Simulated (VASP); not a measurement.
# Al (Fm-3m) in VASP: notebook, part 2 of 2

VASP 6.6.1.

## 5. Single point, PBEsol (a relaxed cell with its volume scaled by 0.91)

File INCAR:

```
PREC = Accurate
ENCUT = 520
EDIFF = 1E-7
ISMEAR = 0
SIGMA = 0.1
LREAL = F
LASPH = T
NELM = 100
ALGO = Normal
ISIF = 2
LWAVE = F
LCHARG = F
GGA = PS
```

File KPOINTS:

```
regular mesh
0
Gamma
  18 18 18
```

File POSCAR:

```
Al                                      
1.0
    0.0000000000      1.9458703375      1.9458703375
    1.9458703375      0.0000000000      1.9458703375
    1.9458703375      1.9458703375      0.0000000000
  Al            
     1
Direct
     0.0000000000000000    0.0000000000000000    0.0000000000000000
```

Potentials or basis: VASP PAW PBE potentials, release 64 (Al).

Launch:

```
$ cat potpaw_PBE.64/Al/POTCAR > POTCAR
$ mpirun -np 1 vasp_std > vasp.out
```

OUTCAR:

```text
PREC = Accurate
   ENCUT = 520
   EDIFF = 1E-7
   ISMEAR = 0
   LREAL = F
   LASPH = T
   NELM = 100
   ISIF = 2
   GGA = PS

 ion  position               nearest neighbor table
   1  0.000  0.000  0.000-

  LATTYP: Found a face centered cubic cell.
 ALAT       =     3.8917406750

  Lattice vectors:

 A1 = (   0.0000000000,   1.9458703375,   1.9458703375)
 A2 = (   1.9458703375,   0.0000000000,   1.9458703375)
 A3 = (   1.9458703375,   1.9458703375,   0.0000000000)
[... 370 lines left out ...]
      4      22.1736      0.00000
      5      24.1060      0.00000

 [... further k-points ...]

------------------------ aborting loop because EDIFF is reached ----------------------------------------

  FORCE on cell =-STRESS in cart. coord.  units (eV):
  Direction    XX          YY          ZZ          XY          YZ          ZX
  --------------------------------------------------------------------------------------
  -------------------------------------------------------------------------------------
  Total        0.8723025      0.8723025      0.8723025      0.0000000      0.0000000      0.0000000
  in kB       94.8431594     94.8431594     94.8431594      0.0000000      0.0000000      0.0000000
  external PRESSURE =      94.8431594 kB  Pullay stress =       0.0000000 kB

 VOLUME and BASIS-vectors are now :
 -----------------------------------------------------------------------------
  energy-cutoff  :      520.00
  volume of cell :       14.74
      direct lattice vectors                 reciprocal lattice vectors
     0.000000000  1.945870337  1.945870337    -0.256954428  0.256954428  0.256954428
     1.945870337  0.000000000  1.945870337     0.256954428 -0.256954428  0.256954428
     1.945870337  1.945870337  0.000000000     0.256954428  0.256954428 -0.256954428

 POSITION                                       TOTAL-FORCE (eV/Angst)
 -----------------------------------------------------------------------------------
      0.00000      0.00000      0.00000         0.000000      0.000000     -0.000000
 -----------------------------------------------------------------------------------
    total drift:                                0.000000      0.000000     -0.000000

  FREE ENERGIE OF THE ION-ELECTRON SYSTEM (eV)
  ---------------------------------------------------
  free  energy   TOTEN  =        -4.0511558957 eV

  energy  without entropy=       -4.0486262688  energy(sigma->0) =       -4.04989108
```

OSZICAR:

```text
N       E                     dE             d eps       ncg     rms          rms(c)
DAV:   1    -0.174324282082E+01   -0.17432E+01   -0.88297E+02  2035   0.329E+02
DAV:   2    -0.406272453222E+01   -0.23195E+01   -0.21516E+01  2625   0.327E+01
DAV:   3    -0.408229019752E+01   -0.19566E-01   -0.19548E-01  2485   0.339E+00
DAV:   4    -0.408235369330E+01   -0.63496E-04   -0.63495E-04  2545   0.196E-01
DAV:   5    -0.408235403448E+01   -0.34118E-06   -0.34055E-06  2600   0.124E-02    0.162E+00
DAV:   6    -0.406374908822E+01    0.18605E-01   -0.15940E-03  2265   0.270E-01    0.917E-01
DAV:   7    -0.405117536179E+01    0.12574E-01   -0.45026E-03  2245   0.438E-01    0.199E-01
DAV:   8    -0.405115656690E+01    0.18795E-04   -0.29931E-05  2595   0.573E-02    0.305E-02
DAV:   9    -0.405115602539E+01    0.54151E-06   -0.36277E-07  2435   0.500E-03    0.127E-03
DAV:  10    -0.405115591834E+01    0.10705E-06   -0.44506E-09  1810   0.742E-04    0.152E-03
DAV:  11    -0.405115589570E+01    0.22639E-07   -0.18706E-10  1220   0.124E-04
   1 F= -.40511559E+01 E0= -.40498911E+01  d E =-.252963E-02
```

stdout:

```text
POSCAR found type information on POSCAR Al
 POSCAR found :  1 types and       1 ions
 scaLAPACK will be used
 -----------------------------------------------------------------------------
|                                                                             |
|                                                                             |
|     You enforced a specific xc type in the INCAR file but a different       |
|     I HOPE YOU KNOW WHAT YOU ARE DOING!                                     |
|                                                                             |
 -----------------------------------------------------------------------------

 LDA part: xc-table for (Slater+PW92), standard interpolation
 POSCAR, INCAR and KPOINTS ok, starting setup
 FFT: planning ... GRIDC
 FFT: planning ... GRID_SOFT
 FFT: planning ... GRID
 WAVECAR not read
 entering main loop
```

Wall time 6.3 s (1 thread of Intel Xeon Platinum 8488C (Sapphire Rapids), shared host); peak memory 0.12 GiB.

What came out:

```
Free energy            : -4.0512 eV
Pressure               : 9.5 GPa
Band gap on the k mesh : none (metal or under the smearing width)
```

Caveat: the PAW data sets were made with another functional, which shifts forces and pressure a little.

## 6. Single point, PBEsol (a relaxed cell with its volume scaled by 1.09)

INCAR is that of step 5.

KPOINTS is that of step 5.

File POSCAR:

```
Al                                      
1.0
    0.0000000000      2.0665326266      2.0665326266
    2.0665326266      0.0000000000      2.0665326266
    2.0665326266      2.0665326266      0.0000000000
  Al            
     1
Direct
     0.0000000000000000    0.0000000000000000    0.0000000000000000
```

Potentials or basis: VASP PAW PBE potentials, release 64 (Al).

Launch:

```
$ cat potpaw_PBE.64/Al/POTCAR > POTCAR
$ mpirun -np 1 vasp_std > vasp.out
```

Run time: 6.7 s. Hardware: 1 thread of Intel Xeon Platinum 8488C (Sapphire Rapids), shared host; peak memory 0.14 GiB.

The run converged. Its results:

| Quantity | Value |
| --- | --- |
| Free energy | -4.0623 eV |
| Pressure | -5.8 GPa |
| Band gap on the k mesh | none (metal or under the smearing width) |

Levels at points of the mesh, in eV from the Fermi level:
```tsv
k point	band 1	band 2	band 3	band 4	band 5
(0.00, 0.00, 0.00)	-10.66	12.24	12.24	12.24	13.24
(0.50, 0.00, 0.00)	-4.32	-4.28	10.71	10.71	11.14
(0.50, 0.50, 0.00)	-2.75	-1.59	5.25	5.29	5.29
```

Caveat: the PAW data sets were made with another functional, which shifts forces and pressure a little.

## 7. Overview

| cell | gap on the mesh (eV) | pressure (GPa) |
| --- | --- | --- |
| a relaxed cell with its volume scaled by 1.03 | none | -2.2 |
| a relaxed cell with its volume scaled by 0.94 | none | 5.8 |
| a relaxed cell with its volume scaled by 1.06 | none | -4.2 |
| a relaxed cell with its volume scaled by 0.91 | none | 9.5 |
| a relaxed cell with its volume scaled by 1.09 | none | -5.8 |

Alike in all rows: task single point; level PBEsol; potentials or basis VASP PAW PBE potentials, release 64 (Al); no spin polarisation; k mesh 18 × 18 × 18; cutoff (eV) 520; smearing gaussian 0.1 eV.

Caveats: the PAW data sets were made with another functional, which shifts forces and pressure a little.

Total energies depend on the potentials used, so only differences within one code and one set of settings carry meaning.
